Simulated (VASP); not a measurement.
Input of a VASP 6.6.1 run:

INCAR

```
SYSTEM = SiO2
PREC = Accurate
ENCUT = 600
EDIFF = 1E-7
ISMEAR = 0
SIGMA = 0.02
LREAL = .FALSE.
LASPH = .TRUE.
NELM = 100
ALGO = Fast
ISIF = 3
LWAVE = .FALSE.
LCHARG = .FALSE.
GGA = CA
IBRION = 2
NSW = 90
EDIFFG = -0.005
```

KPOINTS

```
Automatic mesh
0
G
  6 6 8
  0 0 0
```

File POSCAR:

```
SiO2
1.0
    4.1865000000      0.0000000000      0.0000000000
    0.0000000000      4.1865000000      0.0000000000
    0.0000000000      0.0000000000      2.6684000000
Si O
2 4
Direct
    0.0000000000      0.0000000000      0.0000000000
    0.5000000000      0.5000000000      0.5000000000
    0.3059000000      0.3059000000      0.0000000000
    0.1941000000      0.8059000000      0.5000000000
    0.6941000000      0.6941000000      0.0000000000
    0.8059000000      0.1941000000      0.5000000000
```

Potentials or basis: VASP PAW LDA potentials, release 64 (Si, O).

The run is started by

```sh
$ cat potpaw_LDA.64/Si/POTCAR potpaw_LDA.64/O/POTCAR > POTCAR
$ mpirun -np 1 vasp_std > vasp.out
```

Question: Predict the relaxed volume.

Answer: 7.67 Å³/atom.

Question: What does it give for the space group after relaxing (to 0.05 Å)?

Answer: P4_2/mnm (No. 136).

Question: Predict the band gap on the k mesh.

Answer: 5.78 eV, direct.

The path:
```
step  energy change (eV)  largest force (eV/Å)  pressure (GPa)  volume (Å³)
   1              0.0000                0.0468           -4.79        46.77
   2              0.0074                0.2887            6.72        45.21
   3             -0.0109                0.0963            0.05        46.08
   4             -0.0125                0.0053            0.02        46.01
   5             -0.0125                0.0141            0.03        46.00
   6             -0.0125                0.0062            0.00        46.00
   7             -0.0125                0.0001            0.01        46.00
```

A k mesh can miss the band edges. Zero-point motion and thermal expansion aren't in these numbers.
